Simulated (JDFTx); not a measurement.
# InP (F-43m) in JDFTx: settings compared, part 2 of 2

JDFTx 1.7.0 (patched build).

## (4) Single point, PBEsol

InP.in reads:

```
include InP.lattice
coords-type Lattice
include InP.ionpos

ion-species pseudo/In.upf
ion-species pseudo/P.upf
elec-cutoff 35 280
elec-ex-corr gga-PBEsol
kpoint-folding 8 8 8
elec-smearing Fermi 0.0018374661
elec-n-bands 15
electronic-SCF nIterations 100 energyDiffThreshold 1e-09
electronic-minimize nIterations 30 energyDiffThreshold 1e-7
converge-empty-states yes
forces-output-coords Cartesian

dump-name run.$VAR
dump End Ecomponents EigStats BandEigs Kpoints Forces Stress ElecDensity
```

InP.lattice reads:

```
lattice \
    0.0000000000     5.5378424082     5.5378424082 \
    5.5378424082     0.0000000000     5.5378424082 \
    5.5378424082     5.5378424082     0.0000000000
```

InP.ionpos reads:

```
ion In     0.0000000000     0.0000000000     0.0000000000 1
ion P      0.7500000000     0.7500000000     0.7500000000 1
```

Potentials or basis: PseudoDojo-SR-PBEsol-0.4.1-standard with smoothed tails.

Run with:

```sh
jdftx -c 1 -i InP.in -o InP.out
```

Standard output:

```text
*************** JDFTx 1.7.0 (patched build) ***************

Input parsed successfully to the following command list (including defaults):
[... the input with its defaults ...]

---------- Setting up symmetries ----------

Found 48 point-group symmetries of the bravais lattice
Found 24 space-group symmetries with basis
Applied RMS atom displacement 0 bohrs to make symmetries exact.

---------- Initializing the Grid ----------
R =
[            0      5.53784      5.53784  ]
[      5.53784            0      5.53784  ]
[      5.53784      5.53784            0  ]
unit cell volume = 339.666
G =
[  -0.567295   0.567295   0.567295  ]
[   0.567295  -0.567295   0.567295  ]
[   0.567295   0.567295  -0.567295  ]
Minimum fftbox size, Smin = [  60  60  60  ]
Chosen fftbox size, S = [  60  60  60  ]

---------- Initializing tighter grid for wavefunction operations ----------
R =
[            0      5.53784      5.53784  ]
[      5.53784            0      5.53784  ]
[      5.53784      5.53784            0  ]
unit cell volume = 339.666
G =
[  -0.567295   0.567295   0.567295  ]
[   0.567295  -0.567295   0.567295  ]
[   0.567295   0.567295  -0.567295  ]
Minimum fftbox size, Smin = [  44  44  44  ]
Chosen fftbox size, S = [  48  48  48  ]

---------- Exchange Correlation functional ----------
Initalized PBEsol GGA exchange.
Initalized PBEsol GGA correlation.

---------- Setting up pseudopotentials ----------
Width of ionic core gaussian charges (only for fluid interactions / plotting) set to 0

Reading pseudopotential file 'pseudo/In.upf':
  'In' pseudopotential, 'PBESOL' functional
  Generated using ONCVPSP code by D. R. Hamann
  13 valence electrons, 3 orbitals, 6 projectors, 1001 radial grid points, with lMax = 2
    4D    l: 2   occupation: 10.0   eigenvalue: -0.683211
    5S    l: 0   occupation:  2.0   eigenvalue: -0.303394
    5P    l: 1   occupation:  1.0   eigenvalue: -0.092565
  Core radius for overlap checks: 2.17 bohrs.

Reading pseudopotential file 'pseudo/P.upf':
  'P' pseudopotential, 'PBESOL' functional
  Generated using ONCVPSP code by D. R. Hamann
  5 valence electrons, 2 orbitals, 6 projectors, 1001 radial grid points, with lMax = 2
    3S    l: 0   occupation:  2.0   eigenvalue: -0.511448
    3P    l: 1   occupation:  3.0   eigenvalue: -0.201377
[... 44 lines left out ...]
	FillingsUpdate:  mu: +0.268296094  nElectrons: 18.000000
SCF: Cycle:  1   F: -63.283861007872552   dF: -7.639e-04   |Residual|: 2.482e-02   |deigs|: 8.908e-03
	FillingsUpdate:  mu: +0.270289165  nElectrons: 18.000000
SCF: Cycle:  2   F: -63.283991786815697   dF: -1.308e-04   |Residual|: 3.536e-03   |deigs|: 3.186e-03
	FillingsUpdate:  mu: +0.270664476  nElectrons: 18.000000
SCF: Cycle:  3   F: -63.284002053517320   dF: -1.027e-05   |Residual|: 1.627e-03   |deigs|: 1.185e-03
	FillingsUpdate:  mu: +0.271091104  nElectrons: 18.000000
SCF: Cycle:  4   F: -63.284005340621214   dF: -3.287e-06   |Residual|: 6.277e-04   |deigs|: 6.213e-04
	FillingsUpdate:  mu: +0.271087178  nElectrons: 18.000000
SCF: Cycle:  5   F: -63.284006443274023   dF: -1.103e-06   |Residual|: 2.120e-04   |deigs|: 6.136e-04
	FillingsUpdate:  mu: +0.271158309  nElectrons: 18.000000
SCF: Cycle:  6   F: -63.284007144493486   dF: -7.012e-07   |Residual|: 4.919e-05   |deigs|: 3.916e-04
	FillingsUpdate:  mu: +0.271160645  nElectrons: 18.000000
SCF: Cycle:  7   F: -63.284007485998885   dF: -3.415e-07   |Residual|: 3.166e-05   |deigs|: 3.250e-04
	FillingsUpdate:  mu: +0.271165327  nElectrons: 18.000000
SCF: Cycle:  8   F: -63.284007611704538   dF: -1.257e-07   |Residual|: 8.534e-06   |deigs|: 3.392e-04
	FillingsUpdate:  mu: +0.271163351  nElectrons: 18.000000
SCF: Cycle:  9   F: -63.284007688487222   dF: -7.678e-08   |Residual|: 4.080e-06   |deigs|: 5.761e-04
	FillingsUpdate:  mu: +0.271163588  nElectrons: 18.000000
SCF: Cycle: 10   F: -63.284007714683135   dF: -2.620e-08   |Residual|: 2.441e-06   |deigs|: 4.279e-04
	FillingsUpdate:  mu: +0.271163642  nElectrons: 18.000000
SCF: Cycle: 11   F: -63.284007728995597   dF: -1.431e-08   |Residual|: 1.470e-06   |deigs|: 2.677e-04
	FillingsUpdate:  mu: +0.271163781  nElectrons: 18.000000
SCF: Cycle: 12   F: -63.284007734149654   dF: -5.154e-09   |Residual|: 1.075e-06   |deigs|: 2.717e-04
	FillingsUpdate:  mu: +0.271163816  nElectrons: 18.000000
SCF: Cycle: 13   F: -63.284007736718841   dF: -2.569e-09   |Residual|: 1.091e-06   |deigs|: 6.618e-04
	FillingsUpdate:  mu: +0.271164101  nElectrons: 18.000000
SCF: Cycle: 14   F: -63.284007737678557   dF: -9.597e-10   |Residual|: 1.044e-06   |deigs|: 3.817e-04
	FillingsUpdate:  mu: +0.271164043  nElectrons: 18.000000
SCF: Cycle: 15   F: -63.284007738121247   dF: -4.427e-10   |Residual|: 2.545e-07   |deigs|: 1.366e-04
SCF: Converged (|Delta E|<1.000000e-09 for 2 iters).

Setting wave functions to eigenvectors of Hamiltonian
Converging empty states (this may take a while):
EmptyStates: None of the convergence criteria satisfied.
|deigs|: 5.841e-04

# Stress tensor in Cartesian coordinates [Eh/a0^3]:
[ -2.39109e-05            0            0  ]
[            0 -2.39109e-05            0  ]
[            0            0 -2.39109e-05  ]

# Ionic positions in lattice coordinates:
ion In   0.000000000000000   0.000000000000000   0.000000000000000 1
ion P   0.750000000000000   0.750000000000000   0.750000000000000 1

# Forces in Cartesian coordinates:
force In   0.000000000000000  -0.000000000000000   0.000000000000000 1
force P  -0.000000000000000   0.000000000000000   0.000000000000000 1

# Energy components:
   Eewald =      -44.8602020983078873
       EH =       18.3648081767982809
     Eloc =      -55.4919929010594259
      Enl =      -13.6811398554314092
      Exc =      -21.8776469287013455
 Exc_core =        9.9497877147147644
       KE =       44.3123785815872537
-------------------------------------
     Etot =      -63.2840073103997725
       TS =        0.0000004277214765
-------------------------------------
        F =      -63.2840077381212467

IonicMinimize: Iter:   0  F: -63.284007738121247  |grad|_K:  2.100e-35
IonicMinimize: Converged (|grad|_K<1.000000e-04).

#--- Lowdin population analysis ---
# oxidation-state In +0.285
# oxidation-state P -0.251

Dumping 'run.eigStats' ...
	eMin: -0.270307 at state 20 ( [ +0.000000 +0.500000 +0.500000 ] spin 0 )
	HOMO: +0.258749 at state 0 ( [ +0.000000 +0.000000 +0.000000 ] spin 0 )
	mu  : +0.271164
	LUMO: +0.281291 at state 0 ( [ +0.000000 +0.000000 +0.000000 ] spin 0 )
	eMax: +0.675506 at state 24 ( [ +0.125000 +0.375000 +0.500000 ] spin 0 )
	HOMO-LUMO gap: +0.022542
	Optical gap  : +0.022542 at state 0 ( [ +0.000000 +0.000000 +0.000000 ] spin 0 )
WARNING: the last solve of the electrons (or of bands or displaced states from it) ended unconverged.
Done!
```

It took 2.4 min on 1 thread of Arm Neoverse V1, shared host; peak memory 0.13 GiB.

What came out:

```yaml
Free_energy: -1722.0456 eV
Pressure: 0.7 GPa
Band_gap_on_the_k_mesh: 0.61 eV, direct
Loewdin_charges: In +0.28; P -0.25 e
```

Caveat: the empty levels aren't tightly converged; spin-orbit coupling is left out, which moves the levels of the heavy elements.

## (5) Single point, RPBE

Edit InP.in of step 4 so:

```diff
@@ -7,3 +7,3 @@
 elec-cutoff 35 280
-elec-ex-corr gga-PBEsol
+elec-ex-corr gga-x-rpbe gga-c-pbe
 kpoint-folding 8 8 8
@@ -17,2 +17,2 @@
 dump-name run.$VAR
-dump End Ecomponents EigStats BandEigs Kpoints Forces Stress ElecDensity
+dump End Ecomponents EigStats BandEigs Kpoints Forces Stress ElecDensity Dtot KEdensity
```

InP.lattice is that of step 4.

InP.ionpos is that of step 4.

Potentials or basis: PseudoDojo-SR-PBE-0.5-standard with smoothed tails.

Run with:

```sh
jdftx -c 1 -i InP.in -o InP.out
```

Run time: 2.6 min. Hardware: 1 thread of Arm Neoverse V1, shared host; peak memory 0.13 GiB.

Results (log left out):

- Free energy: -1721.8392 eV
- Pressure: 5.0 GPa
- Band gap on the k mesh: 0.84 eV, direct
- Loewdin charges: In +0.36; P -0.32 e

Levels at points of the mesh, in eV from the valence-band top:
| k point | band 7 | band 8 | band 9 | band 10 | band 11 |
| --- | --- | --- | --- | --- | --- |
| (0.00, 0.00, 0.00) | 0.00 | 0.00 | 0.00 | 0.84 | 4.17 |
| (0.00, 0.00, 0.50) | -5.66 | -0.96 | -0.96 | 1.61 | 4.88 |
| (0.00, 0.50, 0.50) | -5.68 | -2.29 | -2.29 | 1.89 | 2.38 |

Caveat: the empty levels aren't tightly converged; the potentials were made for another functional, which shifts forces and pressure; spin-orbit coupling is left out, which moves the levels of the heavy elements.

## (6) The runs side by side

```tsv
level	potentials or basis	gap on the mesh (eV)	pressure (GPa)
PBE	PseudoDojo-SR-PBE-0.5-standard with smoothed tails	0.71	3.4
LDA	PseudoDojo-SR-LDA-0.4.1-standard with smoothed tails	0.49	-1.3
PBEsol	PseudoDojo-SR-PBEsol-0.4.1-standard with smoothed tails	0.61	0.7
RPBE	PseudoDojo-SR-PBE-0.5-standard with smoothed tails	0.84	5.0
```

Alike in all rows: task single point; no spin polarisation; cell as given; k mesh 8 × 8 × 8; cutoff (eV) 952; smearing fermi-dirac 0.05 eV.

Caveats: the empty levels aren't tightly converged; spin-orbit coupling is left out, which moves the levels of the heavy elements; the potentials were made for another functional, which shifts forces and pressure (some runs).

Absolute energies hang on the potentials; compare differences alone.

## (7) Comparison with measurements

Step 2. Measured gap of InP: 1.4236 eV (direct; 1.6 K; a printed reference work, data compilation). This calculation gives 0.71 eV (-0.71 eV). Spin-orbit coupling on In is left out. The value is that of PBE, without temperature or zero-point motion. Semilocal functionals fall short of measured gaps as a rule.

Step 3. Against the measured gap of InP, 1.4236 eV (direct; 1.6 K; a printed reference work, data compilation), the calculated 0.49 eV is off by -0.94 eV. Spin-orbit coupling on In is left out. The value is that of LDA, without temperature or zero-point motion. Semilocal functionals fall short of measured gaps as a rule.

Step 4. Against the measured gap of InP, 1.4236 eV (direct; 1.6 K; a printed reference work, data compilation), the calculated 0.61 eV is off by -0.81 eV. Spin-orbit coupling on In is left out. The value is that of PBEsol, without temperature or zero-point motion. Semilocal functionals fall short of measured gaps as a rule.

Step 5. A measured gap of InP is 1.4236 eV (direct; 1.6 K; a printed reference work, data compilation); the calculated 0.84 eV misses it by -0.59 eV. Spin-orbit coupling on In is left out. The value is that of RPBE, without temperature or zero-point motion. Semilocal functionals fall short of measured gaps as a rule.
